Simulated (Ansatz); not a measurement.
Input and command of a calculation in Ansatz (plane waves; scalar-relativistic PAW potentials unless the input names others):

```yaml
crystal:
  lattice:
    - [2.7614610074, 0.0, 0.0]
    - [-1.3807305037, 2.696792667, 0.0]
    - [0.0, 0.0, 2.6797873418]
  atoms:
    - { symbol: Mg, position: [0.0, 0.0, 0.0] }
    - { symbol: O, position: [0.3333333333, 0.6666666667, 0.5] }
basis:
  ecutwfc: 420
kpoints:
  mp-grid: { grid: [12, 12, 8] }
hamiltonian:
  xc: pbe
scf:
  occupations: { method: gaussian, width: 0.05 }
  max_iter: 80
output:
  forces: true
  eigenvalues: true
  stress: true
```

```bash
ansatz run input.yaml --threads 1 --pin off --max-ram 2560MiB --backend cpu --events-out ev --progress --plain --runs-dir out
```

What will the program do with this input?

The program refuses it, because of a misspelt key (the key kpoints.mp_grid typed as mp-grid). With the key spelt rightly it is accepted.

Abridged log:
```
Error: YAML parse error: error: line 12 column 3: unknown field `mp-grid`, expected one of mp_grid, list, band_path, initial_grid, further_shifts
  --> <input>:12:3
   |
10 |   ecutwfc: 420
11 | kpoints:
12 |   mp-grid: { grid: [12, 12, 8] }
   |   ^ unknown field `mp-grid`, expected one of mp_grid, list, band_path, initial_grid, further_shifts
13 | hamiltonian:
14 |   xc: pbe
   |
```